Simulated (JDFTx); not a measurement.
# Be (Im-3m) in JDFTx: reference runs

Aim: a first look at Be with PBE, on the cell as given and on a disturbed one, and energy against volume gives the equilibrium volume and stiffness.

All numbers are computed with JDFTx 1.7.0 (patched build); they aren't measurements. Logs are shortened: lines on timing, memory, paths and dates and some standing lists are left out, and cuts for length are marked. The log counts tension as positive stress, the text compression.

## 1. The crystal as given

It takes space group Im-3m (No. 229, cubic). The conventional cell has a = 2.506 Å, b = 2.506 Å, c = 2.506 Å, α = 90.00°, β = 90.00°, γ = 90.00°. Be (site symmetry m-3m) has 8 Be at 2.17 Å as nearest neighbours.

This isn't the form of Be at room conditions, which is hcp.

## 2. Single point, PBE

Be.in

```
lattice \
   -2.3680553990     2.3680553990     2.3680553990 \
    2.3680553990    -2.3680553990     2.3680553990 \
    2.3680553990     2.3680553990    -2.3680553990
coords-type Lattice
ion Be     0.0000000000     0.0000000000     0.0000000000 1

ion-species pseudo/Be.upf
elec-cutoff 44
elec-ex-corr gga-PBE
kpoint-folding 15 15 15
elec-smearing Fermi 0.0018374661
elec-n-bands 7
electronic-SCF nIterations 100 energyDiffThreshold 1e-08
electronic-minimize nIterations 30 energyDiffThreshold 1e-7
converge-empty-states yes
forces-output-coords Cartesian

dump-name run.$VAR
dump End Ecomponents EigStats BandEigs Kpoints Forces Stress
```

Potentials or basis: PseudoDojo-SR-PBE-0.5-standard.

The run is started by

```bash
$ jdftx -c 1 -i Be.in -o Be.out
```

Output:

```text
*************** JDFTx 1.7.0 (patched build) ***************

[... 9 lines left out ...]
---------- Initializing the Grid ----------
R =
[     -2.36806      2.36806      2.36806  ]
[      2.36806     -2.36806      2.36806  ]
[      2.36806      2.36806     -2.36806  ]
unit cell volume = 53.1172
G =
[ 1.01854e-17    1.32666    1.32666  ]
[    1.32666 1.01854e-17    1.32666  ]
[    1.32666    1.32666 1.01854e-17  ]
Minimum fftbox size, Smin = [  28  28  28  ]
Chosen fftbox size, S = [  28  28  28  ]

---------- Exchange Correlation functional ----------
Initalized PBE GGA exchange.
Initalized PBE GGA correlation.

---------- Setting up pseudopotentials ----------
Width of ionic core gaussian charges (only for fluid interactions / plotting) set to 0

Reading pseudopotential file 'pseudo/Be.upf':
  'Be' pseudopotential, 'PBE' functional
  Generated using ONCVPSP code by D. R. Hamann
  4 valence electrons, 2 orbitals, 4 projectors, 1001 radial grid points, with lMax = 1
    1S    l: 0   occupation:  2.0   eigenvalue: -3.903257
    2S    l: 0   occupation:  2.0   eigenvalue: -0.206153
  Core radius for overlap checks: 1.30 bohrs.

Initialized 1 species with 1 total atoms.

Folded 1 k-points by 15x15x15 to 3375 k-points.

---------- Setting up k-points, bands, fillings ----------
Reduced to 120 k-points under symmetry.
Computing the number of bands and number of electrons
Calculating initial fillings.
nElectrons:   4.000000   nBands: 7   nStates: 120

----- Setting up reduced wavefunction bases (one per k-point) -----
average nbasis = 740.127 , ideal nbasis = 740.472

---------- Setting up ewald sum ----------
Optimum gaussian width for ewald sums = 1.478563 bohr.
Real space sum over 2197 unit cells with max indices [  6  6  6  ]
Reciprocal space sum over 2197 terms with max indices [  6  6  6  ]

---------- Allocating electronic variables ----------
Initializing wave functions:  linear combination of atomic orbitals
Note: number of bands (7) exceeds available atomic orbitals (2)
Be pseudo-atom occupations:   s ( 2 2 )
	FillingsUpdate:  mu: +0.388442888  nElectrons: 4.000000
LCAOMinimize: Iter:   0  F: -13.8899767380513861  |grad|_K:  1.800e-04  alpha:  1.000e+00
	FillingsUpdate:  mu: +0.388452336  nElectrons: 4.000000
LCAOMinimize: Iter:   1  F: -13.8900661133316294  |grad|_K:  1.784e-06  alpha:  9.387e-01  linmin: -3.454e-02  cgtest:  6.525e-01
LCAOMinimize: Encountered beta<0, resetting CG.
	FillingsUpdate:  mu: +0.388452249  nElectrons: 4.000000
LCAOMinimize: Iter:   2  F: -13.8900661225244342  |grad|_K:  4.505e-08  alpha:  9.823e-01  linmin:  4.399e-04  cgtest: -4.085e-03
	FillingsUpdate:  mu: +0.388452244  nElectrons: 4.000000
LCAOMinimize: Iter:   3  F: -13.8900661225299960  |grad|_K:  1.100e-09  alpha:  9.366e-01  linmin: -2.652e-01  cgtest:  9.828e-01
LCAOMinimize: Encountered beta<0, resetting CG.
LCAOMinimize: Converged (|Delta F|<1.000000e-06 for 2 iters).

-------- Electronic minimization -----------
Will mix electronic density at each iteration.
	FillingsUpdate:  mu: +0.388452244  nElectrons: 4.000000
	FillingsUpdate:  mu: +0.350451652  nElectrons: 4.000000
SCF: Cycle:  0   F: -13.950872802882479   dF: -6.081e-02   |Residual|: 4.636e-02   |deigs|: 2.431e+00
	FillingsUpdate:  mu: +0.351534648  nElectrons: 4.000000
SCF: Cycle:  1   F: -13.951034427067059   dF: -1.616e-04   |Residual|: 2.787e-02   |deigs|: 1.250e-02
	FillingsUpdate:  mu: +0.353526035  nElectrons: 4.000000
SCF: Cycle:  2   F: -13.951077141386532   dF: -4.271e-05   |Residual|: 3.517e-03   |deigs|: 1.260e-02
	FillingsUpdate:  mu: +0.353235601  nElectrons: 4.000000
SCF: Cycle:  3   F: -13.951077869021134   dF: -7.276e-07   |Residual|: 1.270e-03   |deigs|: 1.904e-03
	FillingsUpdate:  mu: +0.353284996  nElectrons: 4.000000
SCF: Cycle:  4   F: -13.951077909688273   dF: -4.067e-08   |Residual|: 1.621e-04   |deigs|: 2.166e-04
	FillingsUpdate:  mu: +0.353291292  nElectrons: 4.000000
SCF: Cycle:  5   F: -13.951077910844500   dF: -1.156e-09   |Residual|: 2.116e-05   |deigs|: 7.022e-05
	FillingsUpdate:  mu: +0.353291350  nElectrons: 4.000000
SCF: Cycle:  6   F: -13.951077911159739   dF: -3.152e-10   |Residual|: 1.437e-05   |deigs|: 7.660e-05
SCF: Converged (|Delta E|<1.000000e-08 for 2 iters).

Setting wave functions to eigenvectors of Hamiltonian
Converging empty states (this may take a while): |deigs|: 6.185e-05

# Stress tensor in Cartesian coordinates [Eh/a0^3]:
[ -9.71705e-07            0            0  ]
[            0 -9.71705e-07            0  ]
[            0            0 -9.71705e-07  ]

# Ionic positions in lattice coordinates:
ion Be   0.000000000000000   0.000000000000000   0.000000000000000 1

# Forces in Cartesian coordinates:
force Be   0.000000000000000   0.000000000000000   0.000000000000000 1

# Energy components:
   Eewald =       -6.1472099868025829
       EH =        2.0924478942200246
     Eloc =       -7.2957345170895529
      Enl =       -8.8644184419248102
      Exc =       -2.4527191464326550
       KE =        8.7165975407407430
-------------------------------------
     Etot =      -13.9510366572888351
       TS =        0.0000412538709041
-------------------------------------
        F =      -13.9510779111597394

IonicMinimize: Iter:   0  F: -13.951077911159739  |grad|_K:  0.000e+00
IonicMinimize: Converged (|grad|_K<1.000000e-04).

#--- Lowdin population analysis ---
# oxidation-state Be +0.776

Dumping 'run.eigStats' ...
	eMin: -3.352078 at state 0 ( [ +0.000000 +0.000000 +0.000000 ] spin 0 )
	HOMO: +0.352944 at state 91 ( [ +0.200000 +0.266667 +0.266667 ] spin 0 )
	mu  : +0.353291
	LUMO: +0.356804 at state 87 ( [ +0.133333 -0.400000 -0.400000 ] spin 0 )
	eMax: +1.718531 at state 91 ( [ +0.200000 +0.266667 +0.266667 ] spin 0 )
	HOMO-LUMO gap: +0.003860
	Optical gap  : +0.066739 at state 87 ( [ +0.133333 -0.400000 -0.400000 ] spin 0 )
Done!
```

It took 16 s on 1 thread of Arm Neoverse V2, shared host; peak memory 0.05 GiB.

What came out:

```
Free energy            : -379.6282 eV
Pressure               : 0.0 GPa
Band gap on the k mesh : none (metal or under the smearing width)
```

Levels at points of the mesh, in eV from the Fermi level:
```tsv
k point	band 2	band 3	band 4	band 5
(0.00, 0.00, 0.00)	-12.15	19.47	19.47	19.47
```

## 3. Single point, PBE (cell strained at random at fixed volume)

Be.in

```
lattice \
   -2.3827518911     2.3824381966     2.3912802251 \
    2.2973079244    -2.3259712902     2.3344996242 \
    2.3882283174     2.4165779887    -2.4168916833
coords-type Lattice
ion Be     0.0027900000    -0.0044980000    -0.0071800000 1

ion-species pseudo/Be.upf
elec-cutoff 44
elec-ex-corr gga-PBE
kpoint-folding 15 15 15
elec-smearing Fermi 0.0018374661
elec-n-bands 7
electronic-SCF nIterations 100 energyDiffThreshold 1e-08
electronic-minimize nIterations 30 energyDiffThreshold 1e-7
converge-empty-states yes
forces-output-coords Cartesian

dump-name run.$VAR
dump End Ecomponents EigStats BandEigs Kpoints Forces Stress ElecDensity Dtot KEdensity
```

Potentials or basis: PseudoDojo-SR-PBE-0.5-standard.

The run is started by

```bash
$ jdftx -c 1 -i Be.in -o Be.out
```

Wall time 4.1 min (1 thread of Arm Neoverse V2, shared host); peak memory 0.34 GiB.

It converged, with:

* Free energy: -379.6252 eV
* Pressure: 0.1 GPa
* Band gap on the k mesh: none (metal or under the smearing width)

Stress tensor (GPa, compression positive):
```
-0.77 -0.72  0.01
-0.72  2.48  2.41
 0.01  2.41 -1.33
```

Levels at points of the mesh, in eV from the Fermi level:
| k point | band 2 | band 3 | band 4 | band 5 |
| --- | --- | --- | --- | --- |
| (0.00, 0.00, 0.00) | -12.20 | 19.20 | 19.31 | 19.69 |

## 4. Equation of state, PBE, 7.40 Å³/atom (volume scaled by 0.94)

Be.in

```
lattice \
   -2.3197141735     2.3197141735     2.3197141735 \
    2.3197141735    -2.3197141735     2.3197141735 \
    2.3197141735     2.3197141735    -2.3197141735
coords-type Lattice
ion Be     0.0000000000     0.0000000000     0.0000000000 1

ion-species pseudo/Be.upf
elec-cutoff 44
elec-ex-corr gga-PBE
kpoint-folding 15 15 15
elec-smearing Fermi 0.0018374661
elec-n-bands 7
electronic-SCF nIterations 100 energyDiffThreshold 1e-08
electronic-minimize nIterations 30 energyDiffThreshold 1e-7
forces-output-coords Cartesian

dump-name run.$VAR
dump End Ecomponents EigStats BandEigs Kpoints Forces Stress
```

The run is started by

```bash
$ jdftx -c 1 -i Be.in -o Be.out
```

Wall time 10 s (1 thread of Arm Neoverse V2, shared host); peak memory 0.05 GiB.

The run converged. Its results:

```yaml
Free_energy: -379.6159 eV
Pressure: 8.6 GPa
Band_gap_on_the_k_mesh: none (metal or under the smearing width)
```

## 5. Equation of state, PBE, 7.56 Å³/atom (volume scaled by 0.96)

Edit Be.in of step 4 so:

```diff
@@ -1,5 +1,5 @@
 lattice \
-   -2.3197141735     2.3197141735     2.3197141735 \
-    2.3197141735    -2.3197141735     2.3197141735 \
-    2.3197141735     2.3197141735    -2.3197141735
+   -2.3360507271     2.3360507271     2.3360507271 \
+    2.3360507271    -2.3360507271     2.3360507271 \
+    2.3360507271     2.3360507271    -2.3360507271
 coords-type Lattice
```

Potentials or basis: PseudoDojo-SR-PBE-0.5-standard.

The run is started by

```bash
$ jdftx -c 1 -i Be.in -o Be.out
```

Output:

```text
*************** JDFTx 1.7.0 (patched build) ***************

Input parsed successfully to the following command list (including defaults):
[... the input with its defaults ...]

---------- Setting up symmetries ----------

Found 48 point-group symmetries of the bravais lattice
Found 48 space-group symmetries with basis
Applied RMS atom displacement 0 bohrs to make symmetries exact.

---------- Initializing the Grid ----------
R =
[     -2.33605      2.33605      2.33605  ]
[      2.33605     -2.33605      2.33605  ]
[      2.33605      2.33605     -2.33605  ]
unit cell volume = 50.9926
G =
[ 5.43576e-17    1.34483    1.34483  ]
[    1.34483 5.43576e-17    1.34483  ]
[    1.34483    1.34483 5.43576e-17  ]
Minimum fftbox size, Smin = [  28  28  28  ]
Chosen fftbox size, S = [  28  28  28  ]

---------- Exchange Correlation functional ----------
Initalized PBE GGA exchange.
Initalized PBE GGA correlation.

---------- Setting up pseudopotentials ----------
Width of ionic core gaussian charges (only for fluid interactions / plotting) set to 0

Reading pseudopotential file 'pseudo/Be.upf':
  'Be' pseudopotential, 'PBE' functional
  Generated using ONCVPSP code by D. R. Hamann
  4 valence electrons, 2 orbitals, 4 projectors, 1001 radial grid points, with lMax = 1
    1S    l: 0   occupation:  2.0   eigenvalue: -3.903257
    2S    l: 0   occupation:  2.0   eigenvalue: -0.206153
  Core radius for overlap checks: 1.30 bohrs.

Initialized 1 species with 1 total atoms.

[... 33 lines left out ...]
	FillingsUpdate:  mu: +0.406467951  nElectrons: 4.000000
	FillingsUpdate:  mu: +0.365872198  nElectrons: 4.000000
SCF: Cycle:  0   F: -13.950680993130781   dF: -6.110e-02   |Residual|: 4.764e-02   |deigs|: 2.871e+00
	FillingsUpdate:  mu: +0.366968783  nElectrons: 4.000000
SCF: Cycle:  1   F: -13.950837554255553   dF: -1.566e-04   |Residual|: 2.839e-02   |deigs|: 1.288e-02
	FillingsUpdate:  mu: +0.368896775  nElectrons: 4.000000
SCF: Cycle:  2   F: -13.950880717661390   dF: -4.316e-05   |Residual|: 3.350e-03   |deigs|: 1.251e-02
	FillingsUpdate:  mu: +0.368610904  nElectrons: 4.000000
SCF: Cycle:  3   F: -13.950881311819197   dF: -5.942e-07   |Residual|: 1.477e-03   |deigs|: 1.975e-03
	FillingsUpdate:  mu: +0.368683016  nElectrons: 4.000000
SCF: Cycle:  4   F: -13.950881382595945   dF: -7.078e-08   |Residual|: 1.330e-04   |deigs|: 4.115e-04
	FillingsUpdate:  mu: +0.368688450  nElectrons: 4.000000
SCF: Cycle:  5   F: -13.950881384088598   dF: -1.493e-09   |Residual|: 3.439e-05   |deigs|: 1.312e-04
	FillingsUpdate:  mu: +0.368687957  nElectrons: 4.000000
SCF: Cycle:  6   F: -13.950881384503166   dF: -4.146e-10   |Residual|: 1.533e-05   |deigs|: 3.819e-04
SCF: Converged (|Delta E|<1.000000e-08 for 2 iters).

Setting wave functions to eigenvectors of Hamiltonian

# Stress tensor in Cartesian coordinates [Eh/a0^3]:
[ -0.000186927            0            0  ]
[            0 -0.000186927            0  ]
[            0            0 -0.000186927  ]

# Ionic positions in lattice coordinates:
ion Be   0.000000000000000   0.000000000000000   0.000000000000000 1

# Forces in Cartesian coordinates:
force Be   0.000000000000000  -0.000000000000000   0.000000000000000 1

# Energy components:
   Eewald =       -6.2314288081003042
       EH =        2.0694751788118131
     Eloc =       -7.2030238373593036
      Enl =       -8.8681348538072502
      Exc =       -2.4614153545810749
       KE =        8.7436852942628960
-------------------------------------
     Etot =      -13.9508423807732207
       TS =        0.0000390037299458
-------------------------------------
        F =      -13.9508813845031661

IonicMinimize: Iter:   0  F: -13.950881384503166  |grad|_K:  0.000e+00
IonicMinimize: Converged (|grad|_K<1.000000e-04).

#--- Lowdin population analysis ---
# oxidation-state Be +0.772

Dumping 'run.eigStats' ...
	eMin: -3.333612 at state 0 ( [ +0.000000 +0.000000 +0.000000 ] spin 0 )
	HOMO: +0.368214 at state 91 ( [ +0.200000 +0.266667 +0.266667 ] spin 0 )
	mu  : +0.368688
	LUMO: +0.372606 at state 87 ( [ +0.133333 -0.400000 -0.400000 ] spin 0 )
	eMax: +1.776420 at state 91 ( [ +0.200000 +0.266667 +0.266667 ] spin 0 )
	HOMO-LUMO gap: +0.004392
	Optical gap  : +0.069011 at state 87 ( [ +0.133333 -0.400000 -0.400000 ] spin 0 )
Done!
[note: the HOMO, LUMO and gaps printed at the end count levels as full or empty at half filling, so they show a gap where a level is partly filled]
```

Run time: 16 s. Hardware: 1 thread of Arm Neoverse V2, shared host; peak memory 0.05 GiB.

Results:

```
Free energy            : -379.6228 eV
Pressure               : 5.5 GPa
Band gap on the k mesh : none (metal or under the smearing width)
```

## 6. Equation of state, PBE, 7.71 Å³/atom (volume scaled by 0.98)

Edit Be.in of step 5 so:

```diff
@@ -1,5 +1,5 @@
 lattice \
-   -2.3360507271     2.3360507271     2.3360507271 \
-    2.3360507271    -2.3360507271     2.3360507271 \
-    2.3360507271     2.3360507271    -2.3360507271
+   -2.3521619309     2.3521619309     2.3521619309 \
+    2.3521619309    -2.3521619309     2.3521619309 \
+    2.3521619309     2.3521619309    -2.3521619309
 coords-type Lattice
```

Potentials or basis: PseudoDojo-SR-PBE-0.5-standard.

The run is started by

```bash
$ jdftx -c 1 -i Be.in -o Be.out
```

Wall time 16 s (1 thread of Arm Neoverse V2, shared host); peak memory 0.05 GiB.

The run converged. Its results:

| Item | Value |
| --- | --- |
| Free energy | -379.6268 eV |
| Pressure | 2.7 GPa |
| Band gap on the k mesh | none (metal or under the smearing width) |

## 7. Equation of state, PBE, 7.87 Å³/atom

Edit Be.in of step 6 so:

```diff
@@ -1,5 +1,5 @@
 lattice \
-   -2.3521619309     2.3521619309     2.3521619309 \
-    2.3521619309    -2.3521619309     2.3521619309 \
-    2.3521619309     2.3521619309    -2.3521619309
+   -2.3680553990     2.3680553990     2.3680553990 \
+    2.3680553990    -2.3680553990     2.3680553990 \
+    2.3680553990     2.3680553990    -2.3680553990
 coords-type Lattice
```

The run is started by

```bash
$ jdftx -c 1 -i Be.in -o Be.out
```

Run time: 16 s. Hardware: 1 thread of Arm Neoverse V2, shared host; peak memory 0.05 GiB.

It converged, with:

```yaml
Free_energy: -379.6282 eV
Pressure: 0.0 GPa
Band_gap_on_the_k_mesh: none (metal or under the smearing width)
```

## 8. Equation of state, PBE, 8.03 Å³/atom (volume scaled by 1.02)

Edit Be.in of step 7 so:

```diff
@@ -1,5 +1,5 @@
 lattice \
-   -2.3680553990     2.3680553990     2.3680553990 \
-    2.3680553990    -2.3680553990     2.3680553990 \
-    2.3680553990     2.3680553990    -2.3680553990
+   -2.3837383421     2.3837383421     2.3837383421 \
+    2.3837383421    -2.3837383421     2.3837383421 \
+    2.3837383421     2.3837383421    -2.3837383421
 coords-type Lattice
```

The run is started by

```bash
$ jdftx -c 1 -i Be.in -o Be.out
```

Wall time 16 s (1 thread of Arm Neoverse V2, shared host); peak memory 0.05 GiB.

It converged, with:

```
Free energy            : -379.6270 eV
Pressure               : -2.4 GPa
Band gap on the k mesh : none (metal or under the smearing width)
```

## 9. Equation of state, PBE, 8.19 Å³/atom (volume scaled by 1.04)

Edit Be.in of step 8 so:

```diff
@@ -1,5 +1,5 @@
 lattice \
-   -2.3837383421     2.3837383421     2.3837383421 \
-    2.3837383421    -2.3837383421     2.3837383421 \
-    2.3837383421     2.3837383421    -2.3837383421
+   -2.3992175962     2.3992175962     2.3992175962 \
+    2.3992175962    -2.3992175962     2.3992175962 \
+    2.3992175962     2.3992175962    -2.3992175962
 coords-type Lattice
```

Potentials or basis: PseudoDojo-SR-PBE-0.5-standard.

The run is started by

```bash
$ jdftx -c 1 -i Be.in -o Be.out
```

Run time: 16 s. Hardware: 1 thread of Arm Neoverse V2, shared host; peak memory 0.05 GiB.

It converged, with:

| Item | Value |
| --- | --- |
| Free energy | -379.6237 eV |
| Pressure | -4.6 GPa |
| Band gap on the k mesh | none (metal or under the smearing width) |

## 10. Equation of state, PBE, 8.34 Å³/atom (volume scaled by 1.06)

Edit Be.in of step 9 so:

```diff
@@ -1,5 +1,5 @@
 lattice \
-   -2.3992175962     2.3992175962     2.3992175962 \
-    2.3992175962    -2.3992175962     2.3992175962 \
-    2.3992175962     2.3992175962    -2.3992175962
+   -2.4144996490     2.4144996490     2.4144996490 \
+    2.4144996490    -2.4144996490     2.4144996490 \
+    2.4144996490     2.4144996490    -2.4144996490
 coords-type Lattice
```

The run is started by

```bash
$ jdftx -c 1 -i Be.in -o Be.out
```

Run time: 17 s. Hardware: 1 thread of Arm Neoverse V2, shared host; peak memory 0.05 GiB.

Results (log left out):

```yaml
Free_energy: -379.6182 eV
Pressure: -6.6 GPa
Band_gap_on_the_k_mesh: none (metal or under the smearing width)
```

## 11. Equation of state, PBE

No new run: the results of the series are fitted here.

Results:

| Quantity | Value |
| --- | --- |
| Equilibrium volume | 7.88 Å³/atom |
| Bulk modulus | 125 GPa |
| Pressure derivative of the bulk modulus | 3.3 |

Energy against volume, from the lowest point:
| volume (Å³/atom) | energy (meV/atom) |
| --- | --- |
| 7.399 | 12.27 |
| 7.556 | 5.35 |
| 7.714 | 1.33 |
| 7.871 | 0.00 |
| 8.029 | 1.12 |
| 8.186 | 4.49 |
| 8.343 | 9.93 |

## 12. The runs side by side

| task | cell | further solve for the empty bands | gap on the mesh (eV) | pressure (GPa) |
| --- | --- | --- | --- | --- |
| single point | as given | yes | none | 0.0 |
| single point | cell strained at random at fixed volume | yes | none | 0.1 |
| equation of state | as given | - | - | - |

Alike in all rows: level PBE; potentials or basis PseudoDojo-SR-PBE-0.5-standard; no spin polarisation; k mesh 15 × 15 × 15; cutoff (eV) 1197; smearing fermi-dirac 0.05 eV.

Total energies depend on the potentials used, so only differences within one code and one set of settings carry meaning.
